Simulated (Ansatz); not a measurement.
Level of theory: DFT PBE, scalar-relativistic, plane waves, PAW in Ansatz 0.2.0. Settings: cutoff 420 eV, Γ-centred meshes spaced at most about 0.3 Å⁻¹ (2π included), Gaussian smearing. No spin polarisation in the final relaxations.

These are static total energies at zero pressure. All come from trial cells, and lower structures may exist.

Task: These unrelaxed guesses for LiH are each relaxed within their symmetry. Order them by the energy at which they end, lowest first.
1.

Space group P2/m (No. 10). a = 4.991 Å, b = 3.120 Å, c = 5.403 Å, α = 90.00°, β = 90.00°, γ = 90.00°
```csv
atom,site,symmetry,x,y,z
Li,1a,2/m,0.0000,0.0000,0.0000
Li,1f,2/m,0.0000,0.5000,0.5000
H,2m,m,0.7600,0.0000,0.6667
```

2.

Space group F-43m (No. 216). a = 5.418 Å, b = 5.418 Å, c = 5.418 Å, α = 90.00°, β = 90.00°, γ = 90.00°
```json
{"atom": "Li", "site": "4a", "symmetry": "-43m", "x": "0.0000", "y": "0.0000", "z": "0.0000"}
{"atom": "H", "site": "4c", "symmetry": "-43m", "x": "0.2500", "y": "0.2500", "z": "0.2500"}
```

Result: 2 (ends in F-43m, zinc blende type, 0 meV/atom), 1 (ends in P2/m, 140 meV/atom).

With hydrogen, zero-point motion can shift such differences by 10 meV/atom or more. Cells relaxed within their symmetry can be saddle points. The part of the Crystallography Open Database at hand lists LiH in space group No. 225, which no cell shown has. Some structure types and database cells were kept out of the candidates from the start, so a known form may be missing.
